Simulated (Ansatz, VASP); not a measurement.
AlNi in VASP and in Ansatz

Contents of INCAR:

```
PREC = Accurate
ENCUT = 520
EDIFF = 1E-6
ISMEAR = 0
SIGMA = 0.15
LREAL = False
LASPH = True
NELM = 60
ALGO = Fast
ISIF = 2
LWAVE = False
LCHARG = True
GGA = PE
LELF = True
LVHAR = True
NBANDS = 14
```

The input KPOINTS:

```
Automatic mesh
0
Gamma
  16 16 16
```

The input POSCAR:

```
AlNi
1.0
    2.6505200000      0.0000000000      0.0000000000
    0.0000000000      2.6505200000      0.0000000000
    0.0000000000      0.0000000000      2.9962400000
Al Ni
1 1
Direct
    0.0000000000      0.0000000000      0.0000000000
    0.5000000000      0.5000000000      0.5000000000
```

Input for Ansatz:

```yaml
crystal:
  lattice:
    - [2.65052, 0.0, 0.0]
    - [0.0, 2.65052, 0.0]
    - [0.0, 0.0, 2.99624]
  atoms:
    - { symbol: Al, position: [0.0, 0.0, 0.0] }
    - { symbol: Ni, position: [0.5, 0.5, 0.5] }
basis:
  ecutwfc: 420
kpoints:
  mp_grid: { grid: [16, 16, 16] }
hamiltonian:
  xc: pbe
scf:
  occupations: { method: gaussian, width: 0.15 }
output:
  forces: true
  stress: true
  eigenvalues: true
```

Change from the starting cell: strain -0.080 along x and y, +0.040 along z, atoms carried along.

Alike in both runs: task single point; functional PBE; k mesh 16 × 16 × 16; occupations gaussian, width 0.15 eV; no spin polarisation.

|  | VASP | Ansatz |
| --- | --- | --- |
| version | VASP 6.6.1 | Ansatz 0.2.0 |
| potentials or method | VASP PAW PBE potentials, release 64 (Al, Ni) | scalar-relativistic, plane waves, PAW |
| plane-wave cutoff (eV) | 520 | 420 |
| valence electrons in the cell | 13 | 21 |

|  | VASP | Ansatz | Ansatz less VASP |
| --- | --- | --- | --- |
| gap on the k mesh at the Fermi level (eV) | none | none | - |
| pressure (GPa) | 30.9 | 31.0 | +0.06 |
| largest component of the traceless stress (GPa) | 5.72 | 5.56 | -0.157 |

A gap of «none» marks a metal or a gap that the smearing closes. The two sets of potentials don't hold the same shells in valence.

Caveats: so large a pressure means that the cell lies far from this level's equilibrium, or that cutoff or potentials fall short (VASP). Spin polarisation is off, so any magnetic state and its effect on volume and gap are missing.
